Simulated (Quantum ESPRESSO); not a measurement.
Runs of Quantum ESPRESSO 7.5 on Al2O3. It takes space group P-3m1 (No. 164, trigonal). Conventional cell: a = 3.017 Å, b = 3.017 Å, c = 7.575 Å, α = 90.00°, β = 90.00°, γ = 120.00°. Al (site symmetry 3m) has 4 O at 1.68 to 1.84 Å as nearest neighbours. Around O (site symmetry -3m) lie 2 Al at 1.68 Å. O (site symmetry 3m) is surrounded by 3 Al at 1.84 Å. Measurements of this composition are mostly on another form, of space group No. 167.

```tsv
task	level	potentials or basis	k mesh	cutoff (eV)	SCF threshold	form of the LDA correlation	symmetry	gap on the mesh (eV)	pressure (GPa)	V0 of scaled cells (Å³/atom)	B0 (GPa)	largest force (eV/Å)
equation of state	PBEsol	GBRV 1.5 PBEsol	10 × 10 × 4	612	1e-09 Ry	-	-	-	-	11.72	170	-
band structure	LDA	GBRV 1.5 LDA	10 × 10 × 4	612	1e-09 Ry	PZ81	-	2.21	-7.3	-	-	(c)
band structure	r2SCAN	SG15 PBE 1.2	8 × 8 × 3	1197	1e-08 Ry	-	off	2.93	(a)	-	-	0.46
band structure	PBEsol	GBRV 1.5 PBEsol	10 × 10 × 4	612	1e-09 Ry	-	-	(b)	-3.2	-	-	0.16
equation of state	LDA	GBRV 1.5 LDA	10 × 10 × 4	612	1e-09 Ry	PZ81	-	-	-	(d)	180	-
```

Alike in all rows: no spin polarisation; cell as given; smearing fermi-dirac 0.05 eV.

Q: Estimate the missing entries.

A: (a) -5.0; (b) 2.22; (c) 0.40; (d) 11.44.

Caveats: the cell was scaled at fixed shape and fractional positions, which overstates the stiffness of a crystal with free parameters, most of all of layers and chains (some runs); the potentials were made for another functional, which shifts forces and pressure (some runs); some levels on the path didn't converge (some runs).

The runs don't all hold the same shells in valence.

Runs at the PBE level aren't shown here.
